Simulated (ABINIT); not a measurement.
# A GW chain in ABINIT: SiC (Moissanite), part 2 of 3

Wanted: ground state, empty states, screening and self-energy for SiC (Moissanite).

ABINIT 10.8.3; PBE and many-body steps on it, plane waves. Known limits of the many-body steps: not at the basis limit; coarse k mesh.

So far. Step 2 (Ground state): The gap is indirect, with the least direct gap 1.11 eV higher.

## 3. Bands along the symmetry lines

Level of this step: DFT, PBE, plane waves, norm-conserving pseudopotentials (ABINIT).

Levels along a band path, at the cheap level, show where the edges lie and whether the meshes to come will hold them.

File run.abi:

```
acell 3*1.0 Angstrom
rprim 
  3.081000000023 -0.000000000005 0.000000000000
  -1.540500000007 2.668224269083 0.000000000000
  0.000000000000 0.000000000000 15.124800000000
ntypat 2
znucl 14 6
natom 12
typat 1 1 1 1 1 1 2 2 2 2 2 2
xred 
  0.000000000000 0.000000000000 0.000000000000
  0.000000000000 0.000000000000 0.500000000000
  0.333333333333 0.666666666667 0.166400000000
  0.666666666667 0.333333333333 0.666400000000
  0.666666666667 0.333333333333 0.332900000000
  0.333333333333 0.666666666667 0.832900000000
  0.333333333333 0.666666666667 0.041200000000
  0.666666666667 0.333333333333 0.541200000000
  0.666666666667 0.333333333333 0.208000000000
  0.333333333333 0.666666666667 0.708000000000
  0.000000000000 0.000000000000 0.374600000000
  0.000000000000 0.000000000000 0.874600000000
pp_dirpath "pseudos"
pseudos "Si.upf, C.upf"
ecut 37
iscf -2
irdden 1
kptopt 0
nkpt 39
kpt 
  0.00000000 0.00000000 0.00000000
  0.12500000 0.00000000 0.00000000
  0.25000000 0.00000000 0.00000000
  0.37500000 0.00000000 0.00000000
  0.50000000 0.00000000 0.00000000
  0.45833333 0.08333333 0.00000000
  0.41666666 0.16666666 0.00000000
  0.37500000 0.25000000 0.00000000
  0.33333333 0.33333333 0.00000000
  0.25000000 0.25000000 0.00000000
  0.16666666 0.16666666 0.00000000
  0.08333333 0.08333333 0.00000000
  0.00000000 0.00000000 0.00000000
  0.00000000 0.00000000 0.12500000
  0.00000000 0.00000000 0.25000000
  0.00000000 0.00000000 0.37500000
  0.00000000 0.00000000 0.50000000
  0.12500000 0.00000000 0.50000000
  0.25000000 0.00000000 0.50000000
  0.37500000 0.00000000 0.50000000
  0.50000000 0.00000000 0.50000000
  0.45833333 0.08333333 0.50000000
  0.41666666 0.16666666 0.50000000
  0.37500000 0.25000000 0.50000000
  0.33333333 0.33333333 0.50000000
  0.25000000 0.25000000 0.50000000
  0.16666666 0.16666666 0.50000000
  0.08333333 0.08333333 0.50000000
  0.00000000 0.00000000 0.50000000
  0.50000000 0.00000000 0.50000000
  0.50000000 0.00000000 0.37500000
  0.50000000 0.00000000 0.25000000
  0.50000000 0.00000000 0.12500000
  0.50000000 0.00000000 0.00000000
  0.33333333 0.33333333 0.50000000
  0.33333333 0.33333333 0.37500000
  0.33333333 0.33333333 0.25000000
  0.33333333 0.33333333 0.12500000
  0.33333333 0.33333333 0.00000000
istwfk *1
nband 31
nbdbuf 2
tolwfr 1e-08
nstep 40
prtwf 0
prtvol 0
indata_prefix "in"
outdata_prefix "out"
tmpdata_prefix "tmp"
```

Started as:

```
$ OMP_NUM_THREADS=1 mpirun -n 8 abinit run.abi > log
```

Numbers of over 12 decimals in the logs are rounded to 6 here.

Output:

```text
.Version 10.8.3 of ABINIT. v10.8.2 released Aug 2026.

 Symmetries : space group P6_3 m c (#186); Bravais hP (primitive hexag.)
[... echo of the input left out ...]
== DATASET  1 ==================================================================
-   mpi_nproc: 8, omp_nthreads: 1 (-1 if OMP is not activated)

--- !DatasetInfo
iteration_state: {dtset: 1, }
dimensions: {natom: 12, nkpt: 39, mband: 31, nsppol: 1, nspinor: 1, nspden: 1, mpw: 9084, }
cutoff_energies: {ecut:  37.0, pawecutdg:  -1.0, }
electrons: {nelect:   4.80000000E+01, charge:   0.00000000E+00, occopt:   1.00000000E+00, tsmear:   1.00000000E-02, }

 Real(R)+Recip(G) space primitive vectors, cartesian coordinates (Bohr,Bohr^-1):
 R(1)=  5.8222462  0.0000000  0.0000000  G(1)=  0.1717550  0.0991628  0.0000000
 R(2)= -2.9111231  5.0422131  0.0000000  G(2)=  0.0000000  0.1983256  0.0000000
 R(3)=  0.0000000  0.0000000 28.5817297  G(3)=  0.0000000  0.0000000  0.0349874
 Unit cell volume ucvol=  8.3907401E+02 bohr^3
 Angles (23,13,12)=  9.00000000E+01  9.00000000E+01  1.20000000E+02 degrees

 getcut: wavevector=  0.0000  0.0000  0.0000  ngfft=  32  32 160
         ecut(hartree)=     37.000   => boxcut(ratio)=   2.00721

--- Pseudopotential description ------------------------------------------------
- Si Generated using ONCVPSP code by D. R. Hamann
- 14.00000   4.00000  171031                  znucl, zion, pspdat
12 -101130 2 -1 1510                          pspcod,pspxc,lmax,lloc,mmax
     nproj     2     2     2
  pspatm : epsatm=    9.34321561
         --- l  ekb(1:nproj) -->
             0    5.168965    0.829883
             1    2.571282    0.578307
             2   -2.427311   -0.488097
 pspatm: atomic psp has been read  and splines computed

- C Generated using ONCVPSP code by D. R. Hamann
-  6.00000   4.00000  171031                  znucl, zion, pspdat
12 -101130 1 -1 1248                          pspcod,pspxc,lmax,lloc,mmax
     nproj     2     2     0
  pspatm : epsatm=    4.31346680
         --- l  ekb(1:nproj) -->
[...]
pspatm: atomic psp has been read  and splines computed

--------------------------------------------------------------------------------

================================================================================
 prteigrs : about to open file out_EIG
 Non-SCF case, kpt    1 (  0.00000  0.00000  0.00000), residuals and eigenvalues=
  8.34E-09  7.61E-09  3.49E-09  3.25E-09  3.15E-09  4.06E-09  4.13E-09  1.85E-09
  4.83E-09  3.91E-09  3.94E-09  4.16E-09  5.61E-09  5.72E-09  8.90E-09  3.93E-09
  7.64E-09  4.52E-09  7.25E-09  3.00E-09  8.57E-09  4.05E-09  6.58E-09  9.23E-09
  7.53E-09  5.70E-09  9.00E-09  7.92E-09  9.42E-09  2.69E-06  2.17E-05
 -3.1545E-01 -2.9686E-01 -2.9447E-01 -2.4084E-01 -2.3854E-01 -1.8472E-01
 -6.3069E-02  2.2765E-02  2.4441E-02  1.6275E-01  1.6448E-01  2.1016E-01
  2.1016E-01  2.1677E-01  2.1677E-01  2.2136E-01  2.2136E-01  2.3781E-01
[...]
- [ -2.9111231,   5.0422131,   0.0000000, ]
- [  0.0000000,   0.0000000,  28.5817297, ]
lattice_lengths: [   5.82225,    5.82225,   28.58173, ]
lattice_angles: [ 90.000,  90.000, 120.000, ] # degrees, (23, 13, 12)
lattice_volume:   8.3907401E+02
convergence: {deltae:  0.000E+00, res2:  0.000E+00, residm:  9.969E-09, diffor:  0.000E+00, }
etotal    :  -6.16181537E+01
entropy   :   0.00000000E+00
fermie    :   2.52514639E-01
cartesian_stress_tensor: null
pressure_GPa: null
xred      :
- [  0.0000E+00,   0.0000E+00,  -2.7756E-17, Si]
- [  0.0000E+00,   0.0000E+00,   5.0000E-01, Si]
- [  3.3333E-01,   6.6667E-01,   1.6640E-01, Si]
- [  6.6667E-01,   3.3333E-01,   6.6640E-01, Si]
- [  6.6667E-01,   3.3333E-01,   3.3290E-01, Si]
- [  3.3333E-01,   6.6667E-01,   8.3290E-01, Si]
- [  3.3333E-01,   6.6667E-01,   4.1200E-02,  C]
- [  6.6667E-01,   3.3333E-01,   5.4120E-01,  C]
- [  6.6667E-01,   3.3333E-01,   2.0800E-01,  C]
- [  3.3333E-01,   6.6667E-01,   7.0800E-01,  C]
- [  0.0000E+00,   0.0000E+00,   3.7460E-01,  C]
- [  0.0000E+00,   0.0000E+00,   8.7460E-01,  C]
cartesian_forces: null
force_length_stats: {min: null, max: null, mean: null, }

 Integrated electronic density in atomic spheres:
 ------------------------------------------------
 Atom  Sphere_radius  Integrated_density
[...]
================================================================================

 ----iterations are completed or convergence reached----

 Mean square residual over all n,k,spin=   57.961E-10; max=  99.688E-10
 reduced coordinates (array xred) for   12 atoms
[...]
0.000000000000      0.000000000000      0.374600000000
       0.000000000000      0.000000000000      0.874600000000

 cartesian coordinates (angstrom) at end:
    1      0.000000     0.000000    -0.000000
    2      0.000000     0.000000     7.562400
    3      3e-12     1.778816     2.516767
[...]
11      0.000000     0.000000     5.665750
   12      0.000000     0.000000    13.228150
 length scales=  1.889726125908  1.889726125908  1.889726125908 bohr
              =  1.000000000000  1.000000000000  1.000000000000 angstroms
 prteigrs : about to open file out_EIG
 Eigenvalues (hartree) for nkpt=  39  k points:
 kpt#   1, nband= 31, wtk=  1.00000, kpt=  0.0000  0.0000  0.0000 (reduced coord)
[...]
kpt#   2, nband= 31, wtk=  1.00000, kpt=  0.1250  0.0000  0.0000 (reduced coord)
[...]
kpt#   3, nband= 31, wtk=  1.00000, kpt=  0.2500  0.0000  0.0000 (reduced coord)
[...]
kpt#  38, nband= 31, wtk=  1.00000, kpt=  0.3333  0.3333  0.1250 (reduced coord)
[...]
0.38178    0.38178    0.39168    0.43542    0.47398    0.47399    0.50339
 kpt#  39, nband= 31, wtk=  1.00000, kpt=  0.3333  0.3333  0.0000 (reduced coord)
[...]
-0.02151   -0.00963    0.00383    0.00383    0.03156    0.03156    0.04406    0.07684
   0.08502    0.08502    0.12872    0.12872    0.13711    0.17137    0.17615    0.17615
   0.38089    0.38089    0.39018    0.43787    0.48068    0.48072    0.49661

== END DATASET(S) ==============================================================
================================================================================

 -outvars: echo values of variables after computation  --------
            nband          31
             nkpt          39
          spgroup         186
 [... the other variables as echoed above ...]

 Calculation completed.
```

Elapsed: 36 s, on 8 MPI ranks of Arm Neoverse V2, shared host; peak memory 0.77 GiB; 4.7 min of CPU time.

Numbers from this step:

```yaml
gap: 2.012 eV
k_of_the_valence_top: 0, 0, 0
k_of_the_conduction_bottom: 0.5, 0, 0.25
least_direct_gap: 3.123 eV
```

The gap is 2.012 eV, −0.005 eV from the run before at this level.

Electronic bands along the path, in eV, zero at the top of the highest filled band:

```csv
point,band 21,band 22,band 23,band 24,band 25,band 26,band 27,band 28
Γ,-0.29,-0.04,0.00,0.00,5.16,5.34,5.74,6.25
halfway,-1.17,-1.09,-0.70,-0.54,3.67,3.89,4.38,5.01
M,-1.84,-1.76,-1.66,-1.11,2.02,2.21,3.23,3.89
halfway,-2.44,-2.22,-2.00,-1.77,2.85,3.50,4.51,4.92
K,-3.14,-2.21,-2.08,-2.08,3.49,3.49,3.75,5.04
halfway,-1.78,-1.73,-1.30,-0.72,4.79,4.86,4.97,5.06
Γ,-0.29,-0.04,0.00,0.00,5.16,5.34,5.74,6.25
halfway,-0.20,-0.20,-0.02,-0.02,5.18,5.30,5.81,6.15
A,-0.09,-0.09,-0.09,-0.09,5.23,5.23,5.97,5.97
halfway,-1.00,-1.00,-0.71,-0.71,3.77,3.77,4.73,4.73
L,-1.72,-1.72,-1.31,-1.31,2.06,2.06,3.45,3.45
halfway,-2.68,-2.68,-1.67,-1.67,3.20,3.20,4.48,4.48
H,-2.63,-2.63,-2.27,-2.27,3.68,3.68,4.32,4.32
halfway,-1.96,-1.96,-0.85,-0.85,4.74,4.74,5.12,5.12
A,-0.09,-0.09,-0.09,-0.09,5.23,5.23,5.97,5.97
jump to L,-1.72,-1.72,-1.31,-1.31,2.06,2.06,3.45,3.45
halfway,-2.00,-1.64,-1.53,-1.16,2.01,2.16,3.29,3.68
M,-1.84,-1.76,-1.66,-1.11,2.02,2.21,3.23,3.89
jump to H,-2.63,-2.63,-2.27,-2.27,3.68,3.68,4.32,4.32
halfway,-2.97,-2.33,-2.16,-2.16,3.58,3.58,3.91,4.80
K,-3.14,-2.21,-2.08,-2.08,3.49,3.49,3.75,5.04
```

## 4. Empty states on the mesh, 6×6×1 mesh, 191 bands

The sums over transitions need many empty states on a uniform mesh; this step solves for them.

File run.abi:

```
acell 3*1.0 Angstrom
rprim 
  3.081000000023 -0.000000000005 0.000000000000
  -1.540500000007 2.668224269083 0.000000000000
  0.000000000000 0.000000000000 15.124800000000
ntypat 2
znucl 14 6
natom 12
typat 1 1 1 1 1 1 2 2 2 2 2 2
xred 
  0.000000000000 0.000000000000 0.000000000000
  0.000000000000 0.000000000000 0.500000000000
  0.333333333333 0.666666666667 0.166400000000
  0.666666666667 0.333333333333 0.666400000000
  0.666666666667 0.333333333333 0.332900000000
  0.333333333333 0.666666666667 0.832900000000
  0.333333333333 0.666666666667 0.041200000000
  0.666666666667 0.333333333333 0.541200000000
  0.666666666667 0.333333333333 0.208000000000
  0.333333333333 0.666666666667 0.708000000000
  0.000000000000 0.000000000000 0.374600000000
  0.000000000000 0.000000000000 0.874600000000
pp_dirpath "pseudos"
pseudos "Si.upf, C.upf"
ecut 37
ngkpt 6 6 1
nshiftk 1
shiftk 0 0 0
kptopt 1
chksymbreak 0
iscf -2
irdden 1
istwfk *1
nband 191
nbdbuf 16
tolwfr 1e-09
nstep 60
prtvol 0
indata_prefix "in"
outdata_prefix "out"
tmpdata_prefix "tmp"
```

Output:

```text
.Version 10.8.3 of ABINIT. v10.8.2 released Aug 2026.

 Symmetries : space group P6_3 m c (#186); Bravais hP (primitive hexag.)
[... echo of the input left out ...]
== DATASET  1 ==================================================================
-   mpi_nproc: 8, omp_nthreads: 1 (-1 if OMP is not activated)
-    --> not optimal distribution: autoparal keyword recommended in input file <--

--- !DatasetInfo
iteration_state: {dtset: 1, }
dimensions: {natom: 12, nkpt: 7, mband: 191, nsppol: 1, nspinor: 1, nspden: 1, mpw: 9084, }
cutoff_energies: {ecut:  37.0, pawecutdg:  -1.0, }
electrons: {nelect:   4.80000000E+01, charge:   0.00000000E+00, occopt:   1.00000000E+00, tsmear:   1.00000000E-02, }

 Real(R)+Recip(G) space primitive vectors, cartesian coordinates (Bohr,Bohr^-1):
 R(1)=  5.8222462  0.0000000  0.0000000  G(1)=  0.1717550  0.0991628  0.0000000
 R(2)= -2.9111231  5.0422131  0.0000000  G(2)=  0.0000000  0.1983256  0.0000000
 R(3)=  0.0000000  0.0000000 28.5817297  G(3)=  0.0000000  0.0000000  0.0349874
 Unit cell volume ucvol=  8.3907401E+02 bohr^3
 Angles (23,13,12)=  9.00000000E+01  9.00000000E+01  1.20000000E+02 degrees

 getcut: wavevector=  0.0000  0.0000  0.0000  ngfft=  32  32 160
         ecut(hartree)=     37.000   => boxcut(ratio)=   2.00721

--- Pseudopotential description ------------------------------------------------
- Si Generated using ONCVPSP code by D. R. Hamann
- 14.00000   4.00000  171031                  znucl, zion, pspdat
12 -101130 2 -1 1510                          pspcod,pspxc,lmax,lloc,mmax
     nproj     2     2     2
  pspatm : epsatm=    9.34321561
         --- l  ekb(1:nproj) -->
             0    5.168965    0.829883
             1    2.571282    0.578307
             2   -2.427311   -0.488097
 pspatm: atomic psp has been read  and splines computed

- C Generated using ONCVPSP code by D. R. Hamann
-  6.00000   4.00000  171031                  znucl, zion, pspdat
12 -101130 1 -1 1248                          pspcod,pspxc,lmax,lloc,mmax
     nproj     2     2     0
  pspatm : epsatm=    4.31346680
         --- l  ekb(1:nproj) -->
[...]
pspatm: atomic psp has been read  and splines computed

--------------------------------------------------------------------------------

================================================================================
 prteigrs : about to open file out_EIG
 Non-SCF case, kpt    1 (  0.00000  0.00000  0.00000), residuals and eigenvalues=
  1.77E-10  1.33E-10  2.18E-10  1.41E-10  1.14E-10  9.41E-11  1.09E-10  1.76E-10
  6.76E-11  8.79E-11  7.51E-11  1.56E-10  2.29E-10  2.52E-10  5.61E-10  9.96E-11
  2.30E-10  2.10E-10  2.94E-10  8.98E-11  4.17E-10  4.04E-10  2.48E-10  2.81E-10
[...]
4.49E-05  9.33E-05  1.88E-04  1.06E-04  2.62E-04  1.50E-04  5.88E-04
 -3.1545E-01 -2.9686E-01 -2.9447E-01 -2.4084E-01 -2.3854E-01 -1.8472E-01
[...]
2.3339E+00  2.3401E+00  2.3401E+00  2.3478E+00  2.3478E+00  2.3531E+00
  2.3544E+00  2.3767E+00  2.4013E+00  2.4315E+00  2.4316E+00  2.4519E+00
  2.4528E+00  2.4622E+00  2.4637E+00  2.4687E+00  2.4714E+00
 prteigrs : prtvol=0 or 1, do not print more k-points.

--- !ResultsGS
iteration_state: {dtset: 1, }
comment   : Summary of ground state results
lattice_vectors:
- [  5.8222462,  -0.0000000,   0.0000000, ]
- [ -2.9111231,   5.0422131,   0.0000000, ]
- [  0.0000000,   0.0000000,  28.5817297, ]
lattice_lengths: [   5.82225,    5.82225,   28.58173, ]
lattice_angles: [ 90.000,  90.000, 120.000, ] # degrees, (23, 13, 12)
lattice_volume:   8.3907401E+02
convergence: {deltae:  0.000E+00, res2:  0.000E+00, residm:  9.964E-10, diffor:  0.000E+00, }
etotal    :  -6.16181537E+01
entropy   :   0.00000000E+00
fermie    :   2.52514639E-01
cartesian_stress_tensor: null
pressure_GPa: null
xred      :
- [  0.0000E+00,   0.0000E+00,  -2.7756E-17, Si]
- [  0.0000E+00,   0.0000E+00,   5.0000E-01, Si]
- [  3.3333E-01,   6.6667E-01,   1.6640E-01, Si]
- [  6.6667E-01,   3.3333E-01,   6.6640E-01, Si]
- [  6.6667E-01,   3.3333E-01,   3.3290E-01, Si]
- [  3.3333E-01,   6.6667E-01,   8.3290E-01, Si]
- [  3.3333E-01,   6.6667E-01,   4.1200E-02,  C]
- [  6.6667E-01,   3.3333E-01,   5.4120E-01,  C]
- [  6.6667E-01,   3.3333E-01,   2.0800E-01,  C]
- [  3.3333E-01,   6.6667E-01,   7.0800E-01,  C]
- [  0.0000E+00,   0.0000E+00,   3.7460E-01,  C]
- [  0.0000E+00,   0.0000E+00,   8.7460E-01,  C]
cartesian_forces: null
force_length_stats: {min: null, max: null, mean: null, }

 Integrated electronic density in atomic spheres:
 ------------------------------------------------
 Atom  Sphere_radius  Integrated_density
[...]
================================================================================

 ----iterations are completed or convergence reached----

 Mean square residual over all n,k,spin=   38.326E-11; max=  99.642E-11
 reduced coordinates (array xred) for   12 atoms
[...]
0.000000000000      0.000000000000      0.374600000000
       0.000000000000      0.000000000000      0.874600000000

 cartesian coordinates (angstrom) at end:
    1      0.000000     0.000000    -0.000000
    2      0.000000     0.000000     7.562400
    3      3e-12     1.778816     2.516767
[...]
11      0.000000     0.000000     5.665750
   12      0.000000     0.000000    13.228150
 length scales=  1.889726125908  1.889726125908  1.889726125908 bohr
              =  1.000000000000  1.000000000000  1.000000000000 angstroms
 prteigrs : about to open file out_EIG
 Eigenvalues (hartree) for nkpt=   7  k points:
 kpt#   1, nband=191, wtk=  0.02778, kpt=  0.0000  0.0000  0.0000 (reduced coord)
[...]
2.27880    2.29639    2.30133    2.30365    2.30365    2.33385    2.33385    2.34010
   2.34010    2.34784    2.34784    2.35309    2.35438    2.37671    2.40133    2.43151
   2.43157    2.45190    2.45279    2.46216    2.46368    2.46871    2.47138
 prteigrs : prtvol=0 or 1, do not print more k-points.

== END DATASET(S) ==============================================================
================================================================================

 -outvars: echo values of variables after computation  --------
            nband         191
             nkpt           7
          spgroup         186
 [... the other variables as echoed above ...]

 Calculation completed.
```

The job ended after 79 s (8 MPI ranks; peak memory 0.94 GiB; 10 min of CPU time).

Numbers from this step:

* gap: 2.017 eV
* k of the valence top: 0, 0, 0
* k of the conduction bottom: 0.5, 0, 0
* least direct gap: 3.123 eV
* k points computed: 7
* lowest point of the top converged band, above the valence top: 54.1180 eV

On this mesh the gap is 2.017 eV.

(Continued in part 3 of 3.)

[Paths, hosts, dates, memory and timing lines, banners, echoed tables and standing remarks are left out of the program output.]

[Logs are printed without paths, hosts, clocks, repeated set-up lines and the standing remarks that a program may print on its own settings, such as how far it seeks lower states.]

[Runs of the session that timed out or met a known fault of the program may be left out.]

[Hosts, paths, dates, database ids (printed as entryN), source tags and the programs' standing remarks are cut or masked in the printed files.]

[G0W0 gaps are taken among the corrected bands and points alone; a level outside them can change the order at an edge.]

[Where Ansatz stands beside ABINIT at settings called matched, ABINIT's density can come from a denser mesh and the files from another edition; pairs whose starting gaps differed by over 0.03 eV were left out, so agreement reads better than it is.]
